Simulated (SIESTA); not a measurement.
Crystal: CdS (Hawleyite).

```
Cd S
1.0
     0.00000    2.91650    2.91650
     2.91650    0.00000    2.91650
     2.91650    2.91650    0.00000
Cd S
1 1
Direct
  0.00000 0.00000 0.00000
  0.75000 0.75000 0.75000
```

Base run:

* Program: SIESTA 5.4.2
* Functional: PBE
* Potentials or basis: PseudoDojo 0.4 standard (PBE files)
* Basis: DZP (energy shift 0.002 Ry)
* Grid cutoff: 800 Ry
* Energy shift: 0.002 Ry
* k mesh: 8 × 8 × 8
* Occupations: fermi-dirac, width 0.05 eV
* Spin: no spin polarisation

Its results: band gap on the k mesh 1.39 eV, direct; pressure 3.7 GPa.

Problem. The run is repeated on the same cell with these changes: potentials or basis from PseudoDojo 0.4 standard (PBE files) to SG15 1.2 (PBE files) or PseudoDojo by element. What comes out?

Solution. Band gap on the k mesh 1.75 eV, direct; pressure 5.4 GPa.

Caveats: semicore shells carry a single zeta, which can move pressures by several GPa and volumes by a few percent; the basis of atomic orbitals isn't converged, which shifts pressures, moduli and gaps.

Not every run made on this cell is shown here.
